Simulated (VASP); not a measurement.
Set up this calculation in VASP 6.6.1, as the native input.

* Task: single point
* Functional: PBE
* Potentials or basis: VASP PAW PBE potentials, release 64 (Ag_GW, Cl_GW)
* Cutoff: 350 eV
* k mesh: 3 × 3 × 3
* Occupations: gaussian, width 0.02 eV
* Spin: no spin polarisation
* Further INCAR settings: ALGO = Normal; EDIFF = 1e-06; NBANDS = 16

The structure of AgCl lies in POSCAR:

```
AgCl
1.0
    3.4339730000      0.0000000000      0.0000000000
    0.0000000000      3.4339730000      0.0000000000
    0.0000000000      0.0000000000      3.4339730000
Ag Cl
1 1
Direct
    0.0000000000      0.0000000000      0.0000000000
    0.5000000000      0.5000000000      0.5000000000
```

Measurements of this composition are mostly on another form, of space group No. 225.

One way to write it, as run:

INCAR

```
ALGO = Normal
EDIFF = 1E-6
ENCUT = 350
GGA = PE
ISIF = 2
ISMEAR = 0
LASPH = T
LCHARG = F
LREAL = F
LWAVE = F
NBANDS = 16
NELM = 100
PREC = Accurate
SIGMA = 0.02
```

KPOINTS

```
k-points
0
Gamma
  3 3 3
```

Potentials or basis: VASP PAW PBE potentials, release 64 (Ag_GW, Cl_GW).

Command:

```console
$ cat potpaw_PBE.64/Ag_GW/POTCAR potpaw_PBE.64/Cl_GW/POTCAR > POTCAR
$ mpirun -np 1 vasp_std > vasp.out
```

It gave:

The pressure is -0.2 GPa and the band gap on the k mesh is 0.81 eV, indirect (least direct gap 2.03 eV).

Caveat: the k mesh is coarse (spacing up to 0.61 Å⁻¹), so the values aren't converged; an odd mesh through Γ misses points on the zone boundary, where band edges often lie.

It took 4.5 s on 1 thread of Intel(R) Xeon(R) 6975P-C (Granite Rapids), with other jobs on the host, peak memory 0.13 GiB.
